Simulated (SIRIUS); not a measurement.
# PtSe2 (Sudovikovite) in SIRIUS: the effect of Hubbard term

The system is PtSe2 (Sudovikovite).

```
Pt Se
1.0
     3.72400    0.00000    0.00000
    -1.86200    3.22508    0.00000
     0.00000    0.00000    5.06200
Pt Se
1 2
Direct
  0.00000 0.00000 0.00000
  0.66667 0.33333 0.75000
  0.33333 0.66667 0.25000
```

Alike in all runs:

```yaml
Program: SIRIUS 7.12.0
Task: single point
Functional: PBEsol
Potentials_or_basis: PseudoDojo 0.4.1 PBE standard (scalar relativistic)
Cutoff: 1177 eV
Density_cutoff: 4707 eV
k_mesh: 4 × 4 × 3
Occupations: fermi-dirac, width 0.05 eV
Spin: no spin polarisation
Libxc_names: "[\"XC_GGA_X_PBE_SOL\", \"XC_GGA_C_PBE_SOL\"]"
Energy_tol: 1e-08 Ha
Density_tol: 1e-06
Mixer: anderson
Mixing_beta: 0.7
Max_scf: 100
Radial_cutoff_for_the_potentials'_integrals: 6.5 bohr
```

```tsv
Hubbard term	pressure (GPa)	largest force (eV/Å)
none	1.6	0.22
Pt d U = 2 eV	1.7	0.26
Pt d U = 4 eV	1.8	0.31
Pt d U = 6 eV	?	?
Pt d U = 8 eV	2.3	0.42
```

Question: What does the run with Hubbard term Pt d U = 6 eV give?

Answer: Pressure 2.0 GPa; largest force 0.36 eV/Å.

Worked out: A parabola through the other rows of the pressure, of slope 0.12 GPa per eV there, gives 2.0 GPa, against the run's 2.0. A straight line through the other rows of the largest force, of slope 0.0253 eV/Å per eV, gives 0.37 eV/Å, against the run's 0.36.

Caveats: all runs use coarse meshes; the potentials were made for another functional, which shifts forces and pressure; U without spin polarisation on a metal has little footing (some runs).
